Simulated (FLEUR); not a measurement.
The system is LiCl.

```
Cl Li
1.0
     0.00000    2.56477    2.56477
     2.56477    0.00000    2.56477
     2.56477    2.56477    0.00000
Cl Li
1 1
Direct
  0.50000 0.50000 0.50000
  0.00000 0.00000 0.00000
```

Base run:

- Program: FLEUR MaX-R8.1 (later development tree)
- Functional: r2SCAN
- Potentials or basis: all-electron
- Basis: FLAPW
- Kmax: 4.1 1/bohr
- k mesh: 9 × 9 × 9
- Occupations: fermi-dirac, width 0.05 eV
- Spin: no spin polarisation

Its results: band gap on the k mesh 7.21 eV, direct.

Question: The run is repeated on the same cell with these changes: functional from r2SCAN to PBEsol. What comes out?

Answer: Band gap on the k mesh 6.13 eV, direct.

r2SCAN gives the wider gap, since meta-GGAs in the generalised Kohn-Sham scheme recover part of the derivative discontinuity.

Caveats: the meta-GGA is that of a development version, with a GGA for the radial functions and cores and without core tails (some runs).

Not every run made on this cell is shown here.
